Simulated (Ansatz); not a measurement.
AgO under pressure: fit and missing row

AgO, F-43m, a = 4.949 Å. The structure is a COD entry; whether it is the stable form wasn't checked. Ansatz: PBEsol, PAW, 420 eV, Γ-centred 14×14×14 mesh on 2 atoms, Gaussian smearing 0.10 eV; no spin polarisation. Cell and atoms are relaxed at each pressure, and no other structure is tried, so the rows at high pressure may lie past a change of phase.

| V (Å³/atom) | P (GPa) |
| --- | --- |
| ? | 39.98 |
| 13.278 | 20.03 |
| 14.045 | 10.04 |
| 14.539 | 5.03 |
| 14.888 | 2.04 |
| 15.155 | 0.02 |
| 15.452 | -1.99 |

Q: Take V0 = 15.155 Å³/atom, count pressures from its P0 = 0.02 GPa, fit the third-order Birch–Murnaghan form to the other rows, and predict the missing volume.

A: With the Eulerian strain f = ½[(V0/V)^(2/3) − 1] and y = (P − P0)/[3f(1 + 2f)^(5/2)], the form is the line y = B0 + 1.5 B0 (B0′ − 4) f. Rows (f, y): 0.04607, 116.1; 0.02601, 113.1; 0.01403, 111.1; 0.00596, 109.7; -0.00643, 107.6. Means f = 0.01713, y = 111.52; Σ(Δf)² = 0.001606, ΣΔfΔy = 0.2606; the slope is their ratio. y = 108.7 + 162.3 f GPa, so B0 = 108.7 GPa and B0′ = 4 + 2 × (162.3)/(3 × 108.7) = 5.00. P = 39.98 GPa is met at f = 0.07688 (y = 121.18), so V = V0 (1 + 2f)^(−3/2) = 12.229 Å³/atom. The run gave 12.220 Å³/atom, so the fit is 0.009 Å³/atom too high, a small miss on the scale of the series. The form still works here, 91 % of the fitted range beyond its end.

Spin polarisation was left out, and a magnetic state may lie lower. The mesh isn't the same in all rows (14×14×14, 16×16×16).